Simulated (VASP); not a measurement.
# LiCl: optical spectrum of independent particles, by functional

LiCl, Fm-3m (no. 225), 2 atoms in the cell.

| Functional | ε at zero frequency, electronic | Mean energy of the absorption, weighted by Im ε (eV) | Refractive index at 633 nm | Refractive index at 1064 nm | Direct gap on the mesh (eV) | Time (s) |
|---|---|---|---|---|---|---|
| PBE | 3.25 | 10.92 | 1.83 | 1.81 | 6.34 | 9.5 |
| LDA | 3.38 | 10.62 | 1.87 | 1.85 | 6.00 | 8.5 |
| PBEsol | 3.32 | 10.75 | 1.85 | 1.83 | 6.14 | 8.0 |
| r2SCAN | 3.00 | 11.68 | 1.75 | 1.74 | 7.29 | 46 |
| AM05 | 3.27 | 10.87 | 1.83 | 1.82 | 6.30 | 8.4 |

Limits: The 8×8×8 mesh is coarse for a spectrum: peaks stand apart that a denser mesh merges; the pull between electron and hole is left out; the onset follows the functional's gap, which semilocal functionals usually make too small.

## Input of the first row

INCAR:
```
SYSTEM = LiCl
PREC = Accurate ; ENCUT = 580
ISMEAR = 0 ; SIGMA = 0.02
EDIFF = 1E-7 ; LASPH = .TRUE.
KPAR = 4 ; LWAVE = .TRUE.
LCHARG = .FALSE. ; LOPTICS = .TRUE.
ALGO = Normal ; NBANDS = 21
NEDOS = 2000 ; CSHIFT = 0.1
GGA = PE
```

KPOINTS:
```
k-points
0
Gamma
  8 8 8
```

POSCAR:
```
LiCl
1.0
    0.0000000000      2.5647700000      2.5647700000
    2.5647700000      0.0000000000      2.5647700000
    2.5647700000      2.5647700000      0.0000000000
Cl Li
1 1
Direct
    0.5000000000      0.5000000000      0.5000000000
    0.0000000000      0.0000000000      0.0000000000
```

Commands:
```
cat potpaw_PBE.64/Cl/POTCAR potpaw_PBE.64/Li_sv/POTCAR > POTCAR
mpirun -np 4 vasp_std > vasp.out
```

Changes of the last row against the first:
```
- GGA = PE
+ GGA = AM
```

VASP 6.6.1 took 9.5 s on 4 cores (AMD EPYC 7R43 (Zen 3)), a shared host.
